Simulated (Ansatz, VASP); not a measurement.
# Two plane-wave programs on Ge

```
Ge
1.0
     2.63937    0.00000    0.00000
     0.00000    2.63937    0.00000
     0.00000    0.00000    2.63937
Ge
1
Direct
  0.00000 0.00000 0.00000
```

Alike in both runs: task single point; functional PBE; k mesh 13 × 13 × 13; occupations fermi-dirac, width 0.1 eV; no spin polarisation.

|  | VASP | Ansatz |
| --- | --- | --- |
| version | VASP 6.6.1 | Ansatz 0.2.0 |
| potentials or method | VASP PAW PBE potentials, release 64 (Ge_d) | plane waves (420 eV) with PAW, scalar-relativistic |
| plane-wave cutoff (eV) | 520 | 420 |
| valence electrons in the cell | 14 | 14 |

|  | VASP | Ansatz | Ansatz less VASP |
| --- | --- | --- | --- |
| pressure (GPa) | 6.7 | 6.7 | -0.03 |
